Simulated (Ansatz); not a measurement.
# How much does Mg in Al(100), 2x2 scatter?

Aim: the resistance that Mg in Al(100), 2x2 adds to the host.

Calculated with Ansatz 0.2.0; Ansatz plane-wave DFT, PBE, PAW files; ballistic transport by layer matching (Landauer), zero bias; PAW set soft_1, in the first sound run; inputs show where later runs differ.

Report form: the programs' logs are mostly left out.

## 1. Starting point

The cell holds 48 atoms: 47 Al and 1 Mg. Its edges and angles: a = 5.725 Å, b = 5.725 Å, c = 24.288 Å, α = 90.0°, β = 90.0°, γ = 90.0°. It derives from Al. Regions: lead, 24 atoms (24 Al); scattering region, 24 atoms (23 Al and 1 Mg). The structure is stacked along c, and the current runs across the ab planes.

## 2. Transmission at ideal sites

The defect sits in one plane of the supercell, all atoms on ideal sites; the layers about the cell's end are the lead. The mesh across the current, 10×10, is finer than the density's, because channels open and close sharply across the zone. Energies from -0.1 to 0.1 eV in steps of 0.05 eV are too few for the program's thermal sum, so it prints no conductance; for a metal the transmission near the Fermi level serves, at a fraction of the cost.

File input.yaml:

```yaml
crystal:
  lattice:
    - [5.7246940741, 0.0, 0.0]
    - [0.0, 5.7246940741, 0.0]
    - [0.0, 0.0, 24.28782]
  atoms:
    - { symbol: Al, position: [0.0, 0.0, 0.0416666667] }
    - { symbol: Al, position: [0.0, 0.5, 0.0416666667] }
    - { symbol: Al, position: [0.5, 0.0, 0.0416666667] }
    - { symbol: Al, position: [0.5, 0.5, 0.0416666667] }
    - { symbol: Al, position: [0.25, 0.25, 0.125] }
    - { symbol: Al, position: [0.25, 0.75, 0.125] }
    - { symbol: Al, position: [0.75, 0.25, 0.125] }
    - { symbol: Al, position: [0.75, 0.75, 0.125] }
[... 36 atom lines left out ...]
    - { symbol: Al, position: [0.25, 0.25, 0.9583333333] }
    - { symbol: Al, position: [0.25, 0.75, 0.9583333333] }
    - { symbol: Al, position: [0.75, 0.25, 0.9583333333] }
    - { symbol: Al, position: [0.75, 0.75, 0.9583333333] }
kpoints:
  mp_grid: { grid: [4, 4, 1] }
hamiltonian:
  xc: pbe
  pseudopotentials: { kind: paw, azcp: { folder: soft_1 } }
scf:
  occupations: { method: fermi_dirac, width: 0.1 }
output:
  transmission: { leads: [[0, 4]], kmesh: [10, 10], e_range: [-0.1, 0.1], de: 0.05 }
  write_potential: true
  write_density: true
  volumetric_format: npy
  elf: true
```

Command:

```console
$ ansatz run input.yaml --threads 4 --pin off --max-ram 15360MiB --backend cpu --events-out ev --progress --plain --runs-dir out
```

Elapsed: 3.9 min, on 4 threads of Arm Neoverse V1, shared host; peak memory 2.4 GiB; 15 min of CPU time.

This run has no spin polarisation although its electron count is odd.

Numbers from this step:

| Property | Result |
| --- | --- |
| free energy | -27186.3548 eV |
| energy at zero smearing | -27185.9722 eV |
| Fermi energy | 7.799 eV |
| cell area | 32.77 Å² |
| transmission per spin nearest the Fermi level | 5.667 |
| open channels per spin nearest the Fermi level | 6.05 |
| step of the lead's potential | 8.6 meV |

Per spin. Transmission, zone mean against energy, zero at the Fermi level:

```csv
energy (eV),"transmission, zone mean"
-0.1000,5.85
-0.0500,5.86
0.0000,5.67
0.0500,5.94
0.1000,5.99
```

Per spin. Open channels, zone mean, lead against energy, zero at the Fermi level:

```csv
energy (eV),"open channels, zone mean, lead"
-0.1000,6.21
-0.0500,6.21
0.0000,6.05
0.0500,6.37
0.1000,6.45
```

Transmission over k1 and k2. At 0.0000 eV from the Fermi level.

Ten even steps from '0' (3.50) to '9' (8.71):
```
0004444400
4035444530
7453262354
7442808244
7446090644
7442808244
7453262354
4035444530
0004444400
0047777740
```
Columns: k1 (b1) from -0.5 to 0.4; rows upwards: k2 (b2) from -0.5 to 0.4.

Open channels over k1 and k2. At 0.0000 eV from the Fermi level.

Ten even steps from '_' (4.00) to '@' (9.00):
```
______==========____
==__==**======**==__
%%==**==::%%::==**==
%%====::@@::@@::====
%%====%%::@@::%%====
%%====::@@::@@::====
%%==**==::%%::==**==
==__==**======**==__
______==========____
____==%%%%%%%%%%==__
```
Columns: k1 (b1) from -0.5 to 0.4; rows upwards: k2 (b2) from -0.5 to 0.4.

ELF in the ca plane at fractional y = 0.000, with atoms of Al and Mg within 0.2 Å of it. It is the smooth field of the valence electrons, not physical close to the nuclei.

Values, 8 rows by 16 columns, each cell a mean:
```
0.41 0.29 0.45 0.36 0.41 0.28 0.46 0.36 0.19 0.20 0.30 0.38 0.42 0.27 0.46 0.35
0.61 0.61 0.58 0.56 0.61 0.61 0.57 0.61 0.47 0.36 0.60 0.58 0.60 0.61 0.58 0.56
0.60 0.58 0.56 0.52 0.60 0.58 0.55 0.55 0.65 0.61 0.60 0.52 0.60 0.58 0.56 0.52
0.33 0.25 0.41 0.32 0.34 0.24 0.41 0.31 0.34 0.24 0.41 0.31 0.34 0.23 0.42 0.30
0.41 0.29 0.45 0.36 0.42 0.29 0.45 0.36 0.43 0.30 0.46 0.35 0.42 0.28 0.46 0.35
0.61 0.62 0.58 0.57 0.61 0.62 0.57 0.60 0.65 0.64 0.63 0.57 0.60 0.62 0.58 0.57
0.60 0.58 0.55 0.52 0.60 0.58 0.55 0.56 0.35 0.24 0.54 0.54 0.59 0.57 0.56 0.52
0.33 0.26 0.41 0.32 0.34 0.25 0.42 0.30 0.19 0.22 0.24 0.33 0.34 0.24 0.42 0.30
```
Columns run along c (16.0 Å, from fractional 0.17 to 0.83 of the cell), rows up along a (5.7 Å). Atoms in or near the plane, at fractional coordinates: Al at (0.21, 0.00), Al at (0.21, 0.50), Al at (0.38, 0.00), Al at (0.38, 0.50), Mg at (0.54, 0.00), Al at (0.54, 0.50), Al at (0.71, 0.00), Al at (0.71, 0.50).

Electrostatic potential energy in the ca plane at fractional y = 0.000, with atoms of Al and Mg within 0.2 Å of it. With pseudopotentials it is smooth inside the atoms' cores, unlike the true potential.

Values in units of 1e0 eV, 8 rows by 16 columns, each cell a mean:
```
-1.8 -2.5  6.7  8.9 -1.7 -2.4  6.4  8.9 -2.2 -7.6  6.7  9.0 -1.4 -2.4  6.1  9.1
 6.2  4.2  8.2  7.8  6.3  4.2  8.2  7.8  6.7  4.9  8.1  7.8  6.5  4.0  8.2  7.8
 3.7  0.6  8.0  8.1  3.9  0.5  7.9  8.2  4.0  0.3  8.0  8.1  4.2  0.2  7.9  8.1
-1.7  0.3  6.1  9.1 -1.5  0.4  5.8  9.2 -1.5  0.7  5.6  9.2 -1.6  0.8  5.4  9.3
-1.9 -2.5  6.7  8.9 -1.7 -2.4  6.4  9.0 -1.5 -2.3  6.3  9.0 -1.5 -2.4  6.1  9.1
 6.3  4.3  8.2  7.8  6.4  4.3  8.2  7.9  6.5  4.1  8.2  7.8  6.6  4.1  8.2  7.8
 3.7  0.6  8.0  8.1  3.9  0.6  7.9  8.1  4.8  1.7  7.9  8.1  4.2  0.3  7.9  8.1
-1.6  0.1  6.1  9.1 -1.5  0.3  5.8  9.1 -3.9 -9.0  6.2  9.2 -1.5  0.6  5.4  9.3
```
Columns run along c (16.0 Å, from fractional 0.17 to 0.83 of the cell; values clipped at the 3rd and 97th percentile), rows up along a (5.7 Å). Atoms in or near the plane, at fractional coordinates: Al at (0.21, 0.00), Al at (0.21, 0.50), Al at (0.38, 0.00), Al at (0.38, 0.50), Mg at (0.54, 0.00), Al at (0.54, 0.50), Al at (0.71, 0.00), Al at (0.71, 0.50).

Valence density in the ca plane at fractional y = 0.000, with atoms of Al and Mg within 0.2 Å of it. It is the smooth field of the valence electrons, not physical close to the nuclei.

Ten steps, logarithmic in the rise over the least value, from '0' (0 e/Å³) to '9' (24 e/Å³), each cell a mean:
```
00000000000000000000000378610000000000000000
01000100000010001000000023100000001000100000
01111000000011110000000000000000001111000000
00010000000000100000000000000010000010000000
01111000000011110000000111100000001111000000
01000100000010001000000100010000001000100000
00000000000000000000000000000000000000000000
00000000000000000000000000000000000000000000
00000000000000000000000000010000000000000000
01001100000011011000000110110000001101100000
00110000000001100000000000000000000111000000
00110000000001100000000000000000000110000000
01101100000011011000000011000000001101100000
00000000000000000000000157400000000000000000
00000000000000000000000489720000000000000000
```
Columns run along c (16.0 Å, from fractional 0.17 to 0.83 of the cell), rows up along a (5.7 Å). Atoms in or near the plane, at fractional coordinates: Al at (0.21, 0.00), Al at (0.21, 0.50), Al at (0.38, 0.00), Al at (0.38, 0.50), Mg at (0.54, 0.00), Al at (0.54, 0.50), Al at (0.71, 0.00), Al at (0.71, 0.50).

Over the solved energies the transmission per spin lies between 5.67 and 5.99, out of 6.26 channels of the lead on average (up to 6.45).

## 3. Resistance at ideal sites

This step: Ansatz plane-wave DFT, PBE, PAW files; ballistic transport by layer matching (Landauer), zero bias; area resistance of the defect plane and resistivity an atomic per cent; PAW set soft_1 (Ansatz 0.2.0).

Numbers from this step:

```
area resistance                                                                                 : 0.04559 fΩ m²
T over the leads' mean channel count                                                            : 0.9373
resistivity per at.% scaled from this dense plane, with the factor 3/4 for isotropic scattering : 0.6757 µΩ cm
```

Averaged over the energies near the Fermi level, 93.7 % of the channels pass, which makes 0.0456 fΩ m².

By hand, with T and the leads' channels N averaged over the energies near the Fermi level: RA = A (h/2e²)(1/T − 1/N) = 32.77×10⁻²⁰ m² × 12 906 Ω × (1/5.820 − 1/6.21) = 0.0456 fΩ m². Per atomic per cent: RA × A / V_atom × 0.01 × 3/4 = 0.676 µΩ cm, with the host's V_atom = 16.58 Å³.

## 4. Relaxing the neighbours

The neighbours of the defect are let go while the lead's layers stay on their sites, since a lead must repeat to 0.01 Å.

This step: Ansatz plane-wave DFT, PBE, PAW files; relaxation with the lead's layers held; PAW set soft_1 (Ansatz 0.2.0).

input.yaml: that of step 2 with these lines changed.

```diff
@@ -61,7 +61,6 @@
   occupations: { method: fermi_dirac, width: 0.1 }
-output:
-  transmission: { leads: [[0, 4]], kmesh: [10, 10], e_range: [-0.1, 0.1], de: 0.05 }
-  write_potential: true
-  write_density: true
-  volumetric_format: npy
-  elf: true
+relax:
+  f_tol: 0.03
+  max_steps: 40
+  constraints:
+    - { sites: [0, 1, 2, 3, 4, 5, 6, 7, 8, 9, 10, 11, 36, 37, 38, 39, 40, 41, 42, 43, 44, 45, 46, 47] }
```

Run time: 28 s. Hardware: 4 threads; peak memory 2 GiB.

Relaxation path:

```csv
step,energy less that of the first step (eV),largest force component (eV/Å)
1,0.0000,0.1499
2,-0.0274,0.0387
3,-0.0305,0.0083
```

The atoms that moved most (Å):

```csv
atom,dx,dy,dz,length
Al24,-0.012,-0.012,-0.039,0.042
Al22,0.012,-0.012,-0.039,0.042
Al23,-0.012,0.012,-0.039,0.042
Al21,0.012,0.012,-0.039,0.042
Al32,-0.012,-0.012,0.037,0.041
Al30,0.012,-0.012,0.037,0.041
Al31,-0.012,0.012,0.037,0.041
Al29,0.012,0.012,0.037,0.041
```

This step gave:

* free energy: -27186.3835 eV
* energy at zero smearing: -27186.0015 eV
* Fermi energy: 7.801 eV

The largest force component on a free atom ends at 0.0083 eV/Å, under the tolerance of 0.03, after 3 steps.

## 5. Transmission after relaxation, relaxed yes

The transmission is solved again on the relaxed atoms.

This step: Ansatz plane-wave DFT, PBE, PAW files; ballistic transport by layer matching (Landauer), zero bias; PAW set soft_1 (Ansatz 0.2.0).

File input.yaml:

```yaml
crystal:
  lattice:
    - [5.7246940741, 0.0, 0.0]
    - [0.0, 5.7246940741, 0.0]
    - [0.0, 0.0, 24.28782]
  atoms:
    - { symbol: Al, position: [0.0, 0.0, 0.0416666667] }
    - { symbol: Al, position: [0.0, 0.5, 0.0416666667] }
    - { symbol: Al, position: [0.5, 0.0, 0.0416666667] }
    - { symbol: Al, position: [0.5, 0.5, 0.0416666667] }
    - { symbol: Al, position: [0.25, 0.25, 0.125] }
    - { symbol: Al, position: [0.25, 0.75, 0.125] }
    - { symbol: Al, position: [0.75, 0.25, 0.125] }
    - { symbol: Al, position: [0.75, 0.75, 0.125] }
[... 36 atom lines left out ...]
    - { symbol: Al, position: [0.25, 0.25, 0.9583333333] }
    - { symbol: Al, position: [0.25, 0.75, 0.9583333333] }
    - { symbol: Al, position: [0.75, 0.25, 0.9583333333] }
    - { symbol: Al, position: [0.75, 0.75, 0.9583333333] }
kpoints:
  mp_grid: { grid: [4, 4, 1] }
hamiltonian:
  xc: pbe
  pseudopotentials: { kind: paw, azcp: { folder: soft_1 } }
scf:
  occupations: { method: fermi_dirac, width: 0.1 }
output:
  transmission: { leads: [[0, 4]], kmesh: [8, 8], e_range: [-0.05, 0.05], de: 0.05 }
  write_potential: true
  write_density: true
  volumetric_format: npy
```

The job ended after 3.1 min (4 threads; peak memory 1.9 GiB).

Numbers from this step:

```
free energy                                    : -27186.3854 eV
energy at zero smearing                        : -27186.0034 eV
transmission per spin nearest the Fermi level  : 5.833
open channels per spin nearest the Fermi level : 6.266
step of the lead's potential                   : 11.1 meV
```

Per spin. Table of transmission, zone mean by energy, zero at the Fermi level:

```csv
energy (eV),"transmission, zone mean"
-0.0500,5.83
0.0000,5.83
0.0500,5.67
```

Transmission over k1 and k2. At 0.0000 eV from the Fermi level.

Ten even steps from '_' (3.01) to '@' (8.67):
```
__--::++++++::--
##::==--++--==::
##++--##%%##--++
##++++%%@@%%++++
##++--##%%##--++
##::==--++--==::
__--::++++++::--
____##########__
```
Columns: k1 (b1) from -0.5 to 0.375; rows upwards: k2 (b2) from -0.5 to 0.375.

Over the solved energies the transmission per spin lies between 5.67 and 5.83, out of 6.18 channels of the lead on average (up to 6.27).

## 6. Resistance after relaxation

This step: Ansatz plane-wave DFT, PBE, PAW files; ballistic transport by layer matching (Landauer), zero bias; area resistance of the defect plane and resistivity an atomic per cent; PAW set soft_1 (Ansatz 0.2.0).

Numbers from this step:

```yaml
area_resistance: 0.04769 fΩ m²
t_over_the_leads_mean_channel_count: 0.9348
resistivity_per_at_scaled_from_this_dense_plane_with_the_factor_3_over_4_for_isotropic_scattering: 0.7068 µΩ cm
```

Averaged over the energies near the Fermi level, 93.5 % of the channels pass, which makes 0.0477 fΩ m², against 0.0456 on ideal sites.

## 7. Summary of results

```json
{"share of channels that pass, rigid": "0.937", "area resistance, rigid": "0.0456 fΩ m²", "resistivity per at.% from the area resistance, times 3/4, rigid": "0.676 µΩ cm", "share of channels that pass, relaxed": "0.935", "area resistance, relaxed": "0.0477 fΩ m²", "resistivity per at.% from the area resistance, times 3/4, relaxed": "0.707 µΩ cm"}
```

The plane of defects adds 0.048 fΩ m². Scaled to one atomic per cent that is 0.94 µΩ cm as it stands and 0.71 with the factor 3/4 for isotropic scattering on a spherical Fermi surface. These are rough estimates of the dilute value, not bounds. One Mg in each 2x2 cell reflects 6.5 % of the lead's channels. The relaxed cell differs by 4.6 % in resistance; between the two runs the lead's own channel count goes from 6.21 to 6.18, so sampling may have a part in it. The defects form a dense periodic sheet that scatters coherently, unlike a dilute random alloy. T and N are means over the solved energies nearest the Fermi level.

[Logs are printed without paths, hosts, clocks, repeated set-up lines and the standing remarks that a program may print on its own settings, such as how far it seeks lower states.]

[Hosts, paths, dates, database ids (printed as entryN), source tags and the programs' standing remarks are cut or masked in the printed files.]
